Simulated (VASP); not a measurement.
Write the native input for VASP 6.6.1 that does the following.

```
Task                   : relaxation of cell and atoms
Functional             : PBE
Dispersion             : D3(BJ)
Potentials or basis    : VASP PAW PBE potentials, release 64 (Ge_d, Se)
Cutoff                 : 600 eV
k mesh                 : 4 × 8 × 6
Occupations            : gaussian, width 0.03 eV
Spin                   : no spin polarisation
Further INCAR settings : ALGO = Normal; EDIFF = 1e-07; IBRION = 2; EDIFFG = -0.005; NSW = 90; ISIF = 3
```

The structure of GeSe lies in POSCAR:

```
GeSe                                    
1.0
   10.9597307044      0.0000000000      0.0000000000
    0.0000000000      3.8818047604      0.0000000000
    0.0000000000      0.0000000000      4.4231575007
  Ge              Se            
     4     4
Direct
     0.1229307906821152    0.7500000000000000    0.8900955651483726
     0.6229307906821148    0.7500000000000000    0.6099044348516274
     0.3770692093178848    0.2500000000000000    0.3900955651483728
     0.8770692093178852    0.2500000000000000    0.1099044348516271
     0.8545026677489422    0.7500000000000000    0.4986494740129064
     0.3545026677489424    0.7500000000000000    0.0013505259870935
     0.6454973322510578    0.2500000000000000    0.9986494740129063
     0.1454973322510577    0.2500000000000000    0.5013505259870937
```

These files were run (other wordings do the same):

INCAR

```
PREC = Accurate
ENCUT = 600
EDIFF = 1E-7
ISMEAR = 0
SIGMA = 0.03
LREAL = False
LASPH = True
NELM = 80
ALGO = Normal
ISIF = 3
LWAVE = False
LCHARG = False
GGA = PE
IVDW = 12
IBRION = 2
NSW = 90
EDIFFG = -0.005
KPAR = 2
```

KPOINTS

```
regular mesh
0
Gamma
  4 8 6
```

Potentials or basis: VASP PAW PBE potentials, release 64 (Ge_d, Se).

Run with:

```console
$ cat potpaw_PBE.64/Ge_d/POTCAR potpaw_PBE.64/Se/POTCAR > POTCAR
$ mpirun -np 2 vasp_std > vasp.out
```

Results of the run:

- Relaxed volume: 23.53 Å³/atom
- Relaxed cell: a = 10.966 Å, b = 3.883 Å, c = 4.420 Å, α = 90.00°, β = 90.00°, γ = 90.00°
- Space group after relaxing (to 0.05 Å): Pnma (No. 62)
- Energy gained by relaxing: 0.1 meV/atom
- Ionic steps: 19
- Pressure after relaxing: 0.0 GPa
- Largest force after relaxing: 0.004 eV/Å
- Band gap on the k mesh: 0.71 eV, indirect (least direct gap 0.92 eV)
- Dispersion energy per atom: -0.358 eV

It took 29 min on 2 MPI ranks on AMD EPYC 9R45 (Zen 5) (shared host), peak memory 0.65 GiB a rank.
